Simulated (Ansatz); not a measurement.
# Cu7O3: the cost of one run

Computed with Ansatz 0.2.0 (DFT PBEsol, scalar-relativistic, plane waves, PAW, unless a step's input says otherwise).

The COD entry's cell or inner coordinates are ideal or old and differ from later refinements, so a difference from it is no clean test against experiment.

3 further runs of the same task are left out: 3 set aside as unsound or not needed.

### Step 1. Starting point

The structure is cubic, space group Pn-3m (No. 224). Conventional cell: a = 4.222 Å, b = 4.222 Å, c = 4.222 Å, α = 90.00°, β = 90.00°, γ = 90.00°. Around Cu (site symmetry -3m) lie 2 O at 1.83 Å. O (site symmetry -43m) is surrounded by 4 Cu at 1.83 Å.

As a file:

```cif
data_structure
_symmetry_space_group_name_H-M 'Pn-3m:1'
_symmetry_Int_Tables_number 224
_cell_length_a 4.2224
_cell_length_b 4.2224
_cell_length_c 4.2224
_cell_angle_alpha 90.000
_cell_angle_beta 90.000
_cell_angle_gamma 90.000
_cell_volume 75.28
loop_
_atom_site_label
_atom_site_type_symbol
_atom_site_symmetry_multiplicity
_atom_site_Wyckoff_symbol
_atom_site_fract_x
_atom_site_fract_y
_atom_site_fract_z
_atom_site_occupancy
Cu1 Cu 4 b 0.25000 0.25000 0.25000 1
O1 O 2 a 0.00000 0.00000 0.00000 1
```

This cell was relaxed beforehand with the same method: volume 12.55 Å³/atom, gap on the mesh 0.56 eV.

The bulk reference comes from a run made before at the same settings: -4578.9910 eV/atom.

### Step 2. The (100) slab

Planes are indexed in the bulk's conventional cell (Pn-3m (No. 224)), a = 4.222 Å, b = 4.222 Å, c = 4.222 Å, α = 90.00°, β = 90.00°, γ = 90.00°.

The slab is a (100) slab, 12.7 Å thick as cut, with 15 Å of vacuum; its outer planes are Cu (top) and Cu (bottom).

The slab as cut. Its planes from the bottom up:

| plane | atoms per cell | height over the lowest (Å) |
| --- | --- | --- |
| 1 | Cu2 | 0.00 |
| 2 | O | 1.06 |
| 3 | Cu2 | 2.11 |
| 4 | O | 3.17 |
| 5 | Cu2 | 4.22 |
| 6 | O | 5.28 |
| 7 | Cu2 | 6.33 |
| 8 | O | 7.39 |
| 9 | Cu2 | 8.44 |
| 10 | O | 9.50 |
| 11 | Cu2 | 10.56 |
| 12 | O | 11.61 |
| 13 | Cu2 | 12.67 |

### Step 3. Single point on the unrelaxed (100) slab

The cell repeats along c, and a dipole correction in the vacuum removes the field between the copies.

input.yaml reads:

```yaml
crystal:
  lattice:
    - [4.2223527968, 0.0, 0.0]
    - [0.0, 4.2223527968, 0.0]
    - [0.0, 0.0, 27.6670583905]
  atoms:
    - { symbol: Cu, position: [0.75, 0.75, 0.2710804992] }
    - { symbol: Cu, position: [0.25, 0.25, 0.2710804992] }
    - { symbol: O, position: [0.5, 0.5, 0.3092337493] }
    - { symbol: Cu, position: [0.25, 0.75, 0.3473869995] }
    - { symbol: Cu, position: [0.75, 0.25, 0.3473869995] }
    - { symbol: O, position: [0.0, 0.0, 0.3855402496] }
    - { symbol: Cu, position: [0.75, 0.75, 0.4236934997] }
    - { symbol: Cu, position: [0.25, 0.25, 0.4236934997] }
    - { symbol: O, position: [0.5, 0.5, 0.4618467499] }
    - { symbol: Cu, position: [0.25, 0.75, 0.5] }
    - { symbol: Cu, position: [0.75, 0.25, 0.5] }
    - { symbol: O, position: [0.0, 0.0, 0.5381532501] }
    - { symbol: Cu, position: [0.75, 0.75, 0.5763065003] }
    - { symbol: Cu, position: [0.25, 0.25, 0.5763065003] }
    - { symbol: O, position: [0.5, 0.5, 0.6144597504] }
    - { symbol: Cu, position: [0.25, 0.75, 0.6526130005] }
    - { symbol: Cu, position: [0.75, 0.25, 0.6526130005] }
    - { symbol: O, position: [0.0, 0.0, 0.6907662507] }
    - { symbol: Cu, position: [0.75, 0.75, 0.7289195008] }
    - { symbol: Cu, position: [0.25, 0.25, 0.7289195008] }
basis:
  ecutwfc: 420
kpoints:
  mp_grid: { grid: [8, 8, 1] }
hamiltonian:
  xc: pbesol
scf:
  occupations: { method: gaussian, width: 0.05 }
output:
  forces: true
  stress: true
  eigenvalues: true
efield:
  axis: 3
  dipole_correction: true
  ramp_width: 0.04
```

Started as:

```bash
> ansatz run input.yaml --threads 4 --pin off --max-ram 10240MiB --backend cpu --events-out ev --progress --plain --runs-dir out
```

**Question.** How long does this run take on 4 threads of Intel Xeon 6975P-C (Granite Rapids), shared host, and how much memory does it need?

About 36 s, with a peak of 2.6 GiB.
